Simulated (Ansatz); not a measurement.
Li$_{2}$O (anti-fluorite, space group No. 225), the program Ansatz at the r²SCAN level (PAW): ε∞ = 2.74, cell volume 23.90 Å³. Infrared-active transverse modes:

| ω_TO (cm⁻¹) | oscillator strength S_xx (e²/amu) |
|---|---|
| 459.3 | 0.4352 |

### Question
Compute the static dielectric constant.

### Answer
Each mode adds (4.921e7/V) S/ω²: 4.25. So ε0 = 6.98.

### Question
What LO frequency does the Lyddane–Sachs–Teller relation give?

### Answer
ω_LO = ω_TO √(ε0/ε∞) = 734 cm⁻¹.

Space group Fm-3m (anti-fluorite). Symmetry was held in the r²SCAN relaxation; phonons on a q-mesh show no instability.

Potentials: the later of the program's two PAW sets.
